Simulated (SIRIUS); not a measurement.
# Au (Im-3m) in SIRIUS: reference runs

Aim: a first look at Au with PBEsol, on the cell as given and on a disturbed one.

Everything below comes from runs of SIRIUS 7.12.0. Logs are shortened: lines on timing, memory, paths and dates and some standing lists are left out, and cuts for length are marked. The log counts tension as positive stress, the text compression.

**1. Starting point**

The structure is cubic, space group Im-3m (No. 229). The conventional cell has a = 3.315 Å, b = 3.315 Å, c = 3.315 Å, α = 90.00°, β = 90.00°, γ = 90.00°. Au (site symmetry m-3m) is surrounded by 8 Au at 2.87 Å.

This isn't the form of Au at room conditions, which is fcc.

**2. Single point, PBEsol**

Input file sirius.json:

```json
{
  "control": {
    "processing_unit": "cpu",
    "std_evp_solver_name": "lapack",
    "gen_evp_solver_name": "lapack",
    "verbosity": 2,
    "print_forces": true,
    "ortho_rf": true,
    "use_second_variation": true,
    "rmt_max": 3.0,
    "num_bands_to_print": 24,
    "save_wf": true
  },
  "parameters": {
    "electronic_structure_method": "full_potential_lapwlo",
    "xc_functionals": ["XC_GGA_X_PBE_SOL", "XC_GGA_C_PBE_SOL"],
    "core_relativity": "dirac",
    "valence_relativity": "iora",
    "num_fv_states": 25,
    "smearing": "fermi_dirac",
    "smearing_width": 0.0018374661,
    "pw_cutoff": 20,
    "gk_cutoff": 3.52,
    "lmax_apw": 11,
    "lmax_rho": 8,
    "lmax_pot": 8,
    "num_mag_dims": 0,
    "auto_rmt": 0,
    "ngridk": [11, 11, 11],
    "shiftk": [0, 0, 0],
    "num_dft_iter": 80,
    "energy_tol": 1e-07,
    "density_tol": 1e-05,
    "use_symmetry": true
  },
  "settings": {"tol_ne": 1e-10},
  "iterative_solver": {"type": "exact"},
  "mixer": {"type": "anderson", "beta": 0.5, "max_history": 8},
  "unit_cell": {
    "lattice_vectors": [
      [-3.1317845248, 3.1317845248, 3.1317845248],
      [3.1317845248, -3.1317845248, 3.1317845248],
      [3.1317845248, 3.1317845248, -3.1317845248]
    ],
    "atom_types": ["Au"],
    "atom_files": {"Au": "Au.json"},
    "atoms": {"Au": [[0.0, 0.0, 0.0]]}
  }
}
```

Input file Au.json:

```json
{
  "name": "gold",
  "symbol": "Au",
  "number": 79,
  "mass": 196.966569,
  "rmin": 1e-06,
  "rmt": 2.61,
  "nrmt": 800,
  "rinf": 13.44,
  "core": "1s2s2p3s3p3d4s4p4d",
  "valence": [
    {"basis": [{"enu": 0.08, "dme": 0, "n": 0, "auto": 0}, {"enu": 0.08, "dme": 1, "n": 0, "auto": 0}]},
    {"l": 0, "n": 1, "basis": [{"enu": 0.18, "dme": 0, "n": 0, "auto": 0}]},
    {"l": 1, "n": 2, "basis": [{"enu": 0.18, "dme": 0, "n": 0, "auto": 0}]},
    {"l": 2, "n": 3, "basis": [{"enu": 0.18, "dme": 0, "n": 0, "auto": 0}]},
    {"l": 3, "n": 4, "basis": [{"enu": 0.18, "dme": 0, "n": 0, "auto": 0}]},
    {"l": 4, "n": 5, "basis": [{"enu": 0.18, "dme": 0, "n": 0, "auto": 0}]}
  ],
  "lo": [
    {"l": 0, "basis": [{"enu": 0.18, "dme": 0, "n": 0, "auto": 0}, {"enu": 0.18, "dme": 1, "n": 0, "auto": 0}]},
    {
      "l": 0,
      "basis": [{"enu": -3.5744, "dme": 0, "n": 5, "auto": 1}, {"enu": -3.5744, "dme": 1, "n": 5, "auto": 1}]
    },
    {
      "l": 0,
      "basis": [{"enu": -3.5744, "dme": 1, "n": 5, "auto": 1}, {"enu": 0.18, "dme": 0, "n": 0, "auto": 0}]
    },
    {"l": 0, "basis": [{"enu": 0.18, "dme": 0, "n": 0, "auto": 0}, {"enu": 2.5288, "dme": 0, "n": 0, "auto": 0}]},
    {"l": 1, "basis": [{"enu": 0.18, "dme": 0, "n": 0, "auto": 0}, {"enu": 0.18, "dme": 1, "n": 0, "auto": 0}]},
    {
      "l": 1,
      "basis": [{"enu": -1.7979, "dme": 0, "n": 5, "auto": 1}, {"enu": -1.7979, "dme": 1, "n": 5, "auto": 1}]
    },
    {
      "l": 1,
      "basis": [{"enu": -1.7979, "dme": 1, "n": 5, "auto": 1}, {"enu": 0.18, "dme": 0, "n": 0, "auto": 0}]
    },
    {"l": 1, "basis": [{"enu": 0.18, "dme": 0, "n": 0, "auto": 0}, {"enu": 2.8811, "dme": 0, "n": 0, "auto": 0}]},
    {"l": 2, "basis": [{"enu": 0.18, "dme": 0, "n": 0, "auto": 0}, {"enu": 0.18, "dme": 1, "n": 0, "auto": 0}]},
    {"l": 2, "basis": [{"enu": 0.18, "dme": 1, "n": 0, "auto": 0}, {"enu": 0.18, "dme": 2, "n": 0, "auto": 0}]},
    {"l": 2, "basis": [{"enu": 0.18, "dme": 0, "n": 0, "auto": 0}, {"enu": 2.47, "dme": 0, "n": 0, "auto": 0}]},
    {"l": 3, "basis": [{"enu": 0.18, "dme": 0, "n": 0, "auto": 0}, {"enu": 0.18, "dme": 1, "n": 0, "auto": 0}]},
    {
      "l": 3,
      "basis": [{"enu": -2.6091, "dme": 0, "n": 4, "auto": 1}, {"enu": -2.6091, "dme": 1, "n": 4, "auto": 1}]
    },
    {
      "l": 3,
      "basis": [{"enu": -2.6091, "dme": 1, "n": 4, "auto": 1}, {"enu": 0.18, "dme": 0, "n": 0, "auto": 0}]
    },
    {"l": 3, "basis": [{"enu": 0.18, "dme": 0, "n": 0, "auto": 0}, {"enu": 3.5857, "dme": 0, "n": 0, "auto": 0}]},
    {"l": 4, "basis": [{"enu": 0.18, "dme": 0, "n": 0, "auto": 0}, {"enu": 0.18, "dme": 1, "n": 0, "auto": 0}]},
    {"l": 4, "basis": [{"enu": 0.18, "dme": 0, "n": 0, "auto": 0}, {"enu": 2.9985, "dme": 0, "n": 0, "auto": 0}]}
  ],
  "free_atom": [... radial grid and density of the free atom, the start of the SCF ...]
}
```

Input file sirius_start.json:

```json
{
  "control": {
    "processing_unit": "cpu",
    "std_evp_solver_name": "lapack",
    "gen_evp_solver_name": "lapack",
    "verbosity": 1,
    "print_forces": false,
    "ortho_rf": true,
    "use_second_variation": true,
    "rmt_max": 3.0,
    "num_bands_to_print": 24,
    "save_wf": false
  },
  "parameters": {
    "electronic_structure_method": "full_potential_lapwlo",
    "xc_functionals": ["XC_LDA_X", "XC_LDA_C_PW"],
    "core_relativity": "dirac",
    "valence_relativity": "iora",
    "num_fv_states": 25,
    "smearing": "fermi_dirac",
    "smearing_width": 0.0055123983,
    "pw_cutoff": 20,
    "gk_cutoff": 2.82,
    "lmax_apw": 11,
    "lmax_rho": 8,
    "lmax_pot": 8,
    "num_mag_dims": 0,
    "auto_rmt": 0,
    "ngridk": [4, 4, 4],
    "shiftk": [0, 0, 0],
    "num_dft_iter": 30,
    "energy_tol": 0.01,
    "density_tol": 0.05,
    "use_symmetry": true
  },
  "settings": {"tol_ne": 1e-10},
  "iterative_solver": {"type": "exact"},
  "mixer": {"type": "anderson", "beta": 0.5, "max_history": 8},
  "unit_cell": {
    "lattice_vectors": [
      [-3.1317845248, 3.1317845248, 3.1317845248],
      [3.1317845248, -3.1317845248, 3.1317845248],
      [3.1317845248, 3.1317845248, -3.1317845248]
    ],
    "atom_types": ["Au"],
    "atom_files": {"Au": "Au.json"},
    "atoms": {"Au": [[0.0, 0.0, 0.0]]}
  }
}
```

Potentials or basis: all-electron FP-LAPW, apw+lo standard.

The run is started by

```bash
$ OMP_NUM_THREADS=1 sirius.scf --input=sirius_start.json --output=start.json
$ OMP_NUM_THREADS=1 sirius.scf --input=sirius.json --output=output.json --task=1
```

Output:

```text
[info] SIRIUS version : 7.12.0
[info] number of MPI ranks           : 1
[info] MPI grid                      : 1 1
[info] maximum number of OMP threads : 1
[fft] FFT context for density and potential
[fft] =====================================
[fft]   plane wave cutoff                     : 20
[fft]   grid size                             : 40 40 40   total : 64000
[fft]   grid limits                           : -19 20   -19 20   -19 20
[fft]   number of G-vectors within the cutoff : 16487
[fft]   number of G-shells                    : 447
[fft] FFT context for coarse grid
[fft] =====================================
[fft]   plane wave cutoff                     : 7.04
[fft]   grid size                             : 15 15 15   total : 3375
[fft]   grid limits                           : -7 7   -7 7   -7 7
[fft]   number of G-vectors within the cutoff : 683
[fft]   number of G-shells                    : 29
[unit cell] lattice vectors
[unit cell]   a1 :      -3.1317845248      3.1317845248      3.1317845248
[unit cell]   a2 :       3.1317845248     -3.1317845248      3.1317845248
[unit cell]   a3 :       3.1317845248      3.1317845248     -3.1317845248
[unit cell] reciprocal lattice vectors
[unit cell]   b1 :      -0.0000000000      1.0031318019      1.0031318019
[unit cell]   b2 :       1.0031318019     -0.0000000000      1.0031318019
[unit cell]   b3 :       1.0031318019      1.0031318019     -0.0000000000
[unit cell] unit cell volume :       122.86710137 [a.u.^3]
[unit cell] 1/sqrt(omega)    :         0.09021571
[unit cell] MT volume        :        74.47493474 (60.61%)
[unit cell] IT volume        :        48.39216663 (39.39%)
[unit cell] number of atom types : 1
[unit cell] type id : 0 symbol : Au mt_radius :   2.610000 num_atoms : 1
[unit cell] total number of atoms : 1
[unit cell] number of symmetry classes : 1
[unit cell] atom id  type id  class id             position                      vector_field
[unit cell] ------------------------------------------------------------------------------------------
[... 329 lines left out ...]
[diagonalize] ik:   51   -3.589871   -2.597963   -2.597320   -2.597319   -2.597316   -2.596844   -2.596842   -2.596838   -1.803773   -1.803016   -1.801624    0.067348    0.072916    0.145079    0.187153    0.213770    0.424191    0.456798    0.548044    0.795189    0.890763    0.891856    1.163408    1.273808
[diagonalize] ik:   52   -3.589880   -2.597963   -2.597320   -2.597319   -2.597319   -2.596843   -2.596841   -2.596841   -1.803036   -1.802574   -1.802574    0.067943    0.070217    0.175383    0.175383    0.196109    0.322788    0.601948    0.601948    0.694817    0.833664    0.961863    1.193395    1.338081
[diagonalize] ik:   53   -3.589834   -2.597967   -2.597318   -2.597317   -2.597316   -2.596844   -2.596842   -2.596841   -1.803612   -1.802960   -1.802609    0.059400    0.062581    0.181487    0.188136    0.214794    0.402115    0.509468    0.560586    0.715295    0.846094    0.888933    1.178406    1.345625
[diagonalize] ik:   54   -3.589812   -2.597970   -2.597317   -2.597317   -2.597315   -2.596844   -2.596844   -2.596841   -1.803469   -1.803469   -1.802729    0.056281    0.056281    0.184897    0.211126    0.211126    0.461068    0.500602    0.500602    0.708509    0.851810    0.851810    1.172964    1.365380
[diagonalize] ik:   55   -3.589790   -2.597972   -2.597315   -2.597315   -2.597315   -2.596843   -2.596843   -2.596843   -1.803418   -1.803354   -1.803354    0.050693    0.051520    0.210124    0.210124    0.213889    0.461820    0.517480    0.517480    0.641061    0.838017    0.848950    1.169469    1.460051
[generate_core_charge_density] atom class : 0
[generate_core_charge_density]   n,l,k : 1 0 1  energy :       -2962.74265675
[generate_core_charge_density]   n,l,k : 2 0 1  energy :        -522.04420821
[generate_core_charge_density]   n,l,k : 2 1 1  energy :        -500.56916847
[generate_core_charge_density]   n,l,k : 2 1 2  energy :        -433.13326736
[generate_core_charge_density]   n,l,k : 3 0 1  energy :        -122.91464295
[generate_core_charge_density]   n,l,k : 3 1 1  energy :        -113.26959966
[generate_core_charge_density]   n,l,k : 3 1 2  energy :         -98.38858645
[generate_core_charge_density]   n,l,k : 3 2 2  energy :         -82.39082011
[generate_core_charge_density]   n,l,k : 3 2 3  energy :         -79.19192555
[generate_core_charge_density]   n,l,k : 4 0 1  energy :         -26.37020360
[generate_core_charge_density]   n,l,k : 4 1 1  energy :         -22.25960649
[generate_core_charge_density]   n,l,k : 4 1 2  energy :         -18.68715042
[generate_core_charge_density]   n,l,k : 4 2 2  energy :         -11.96626220
[generate_core_charge_density]   n,l,k : 4 2 3  energy :         -11.30094699
[find] Total energy                   :  -19042.65610214 (Ha),  -38085.31220429 (Ry)
[find] iteration : 1, RMS (target) : 1.8837e-01 (1.0000e-05) , energy difference (target) : -6.5172e-06 (1.0000e-07)
[find] Total energy                   :  -19042.65619318 (Ha),  -38085.31238635 (Ry)
[... 19 lines left out ...]
[find] valence_eval_sum               :     -52.44528968
[find] core_eval_sum                  :  -11661.02114138
[find] kinetic energy                 :   21876.87736065
[find] enuc                           :  -24001.41796712
[find] <rho|V^{XC}>                   :    -474.46688446
[find] <rho|E^{XC}>                   :    -360.17713048
[find] <mag|B^{XC}>                   :       0.00000000
[find] <rho|V^{H}>                    :  -33115.87690725
[find] smearing (-TS)                 :      -0.00021789
[find] SCF correction                 :       0.00002692
[find] Total energy                   :  -19042.65616365 (Ha),  -38085.31232730 (Ry)
[find] Free energy (E-TS)             :  -19042.65638154 (Ha),  -38085.31276308 (Ry)
[find] band gap (eV)                  :       0.00000000
[find] Efermi                         :       0.28867101
[find] iteration : 7, RMS (target) : 4.1200e-07 (1.0000e-05) , energy difference (target) : 7.0570e-08 (1.0000e-07)
[find] converged after 8 SCF iterations!
[find] Charges and magnetic moments
[find] --------------------------------------------------------------------------------
[find] atom      charge    core leakage
[find] --------------------------------------------------------------------------------
[find]    0   77.698688    1.248054e-08
[find] total core leakage    : 1.24805366e-08
[find] interstitial charge   : 1.301309
[find] total charge          : 78.999997
[find] Energy
[find] --------------------------------------------------------------------------------
[find] valence_eval_sum               :     -52.44528968
[find] core_eval_sum                  :  -11661.02114138
[find] kinetic energy                 :   21876.87736065
[find] enuc                           :  -24001.41796712
[find] <rho|V^{XC}>                   :    -474.46688446
[find] <rho|E^{XC}>                   :    -360.17713048
[find] <mag|B^{XC}>                   :       0.00000000
[find] <rho|V^{H}>                    :  -33115.87690725
[find] smearing (-TS)                 :      -0.00021789
[find] SCF correction                 :       0.00002692
[find] Total energy                   :  -19042.65616365 (Ha),  -38085.31232730 (Ry)
[find] Free energy (E-TS)             :  -19042.65638154 (Ha),  -38085.31276308 (Ry)
[find] band gap (eV)                  :       0.00000000
[find] Efermi                         :       0.28867101
[ground_state]
[ground_state] ==== total Forces in Ha/bohr =====
[ground_state] atom:    0, force:       0.0000000      0.0000000      0.0000000
[ground_state] ==== contribution from density =====
[ground_state] atom:    0, force:       0.0000000      0.0000000      0.0000000
[ground_state] ==== contribution from Hartree potential =====
[ground_state] atom:    0, force:       0.0000000      0.0000000      0.0000000
[ground_state] ==== contribution from IBS =====
[ground_state] atom:    0, force:       0.0000000      0.0000000      0.0000000
```

Run time: 47 s. Hardware: 1 thread of Arm Neoverse V1, shared host; peak memory 0.35 GiB.

Results:

| Item | Value |
| --- | --- |
| Free energy | -518177.0779 eV |
| Band gap on the k mesh | none (metal or under the smearing width) |
| All electrons inside the program's atomic spheres | Au 77.70 (radii Au 2.61 bohr) |

(Continued in part 2 of 2.)
